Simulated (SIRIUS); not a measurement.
**TiCo under changes of volume**

One of the cells (13.313 Å³/atom); the others are scaled copies at fixed shape and fractional positions:

```
Co Ti
1.0
     2.98611    0.00000    0.00000
     0.00000    2.98611    0.00000
     0.00000    0.00000    2.98611
Co Ti
1 1
Cartesian
  1.4931 1.4931 1.4931
  0.0000 0.0000 0.0000
```

The cell comes from a database or a generator and needn't be the stable form of this composition.

```yaml
Program: SIRIUS 7.12.0
Functional: WC
Potentials_or_basis: all-electron FP-LAPW
Cutoff: 190 eV
Basis: apw+lo standard
k_mesh: 9 × 9 × 9
Occupations: fermi-dirac, width 0.05 eV
Spin: collinear spin, ferromagnetic start
Starting_moments: "[2.0, 1.0] μB"
```

```tsv
volume (Å³/atom)	energy over the lowest point (meV/atom)	moment (μB per cell)
12.515	1.17	0.59
12.781	0.00	0.63
13.047	4.99	0.67
13.313	?	?
13.580	30.98	0.76
13.846	50.92	0.80
14.112	74.57	0.83
```

Task: What does the run at 13.313 Å³/atom give?

Result: Energy over the lowest point 15.65 meV/atom; moment 0.72 μB per cell.

Worked out: A Birch-Murnaghan fit of order 3 (a polynomial in V^(-2/3)) to the other rows has its minimum at 12.70 Å³/atom with B0 = V·E''(V) = 185 GPa and B' = 4.6. It gives 15.52 meV/atom at 13.313 Å³/atom, against the run's 15.65. A straight line through the other rows of the moment, of slope 0.154 μB per Å³/atom, gives 0.71 μB, against the run's 0.72.

Energies are extrapolated to zero smearing.
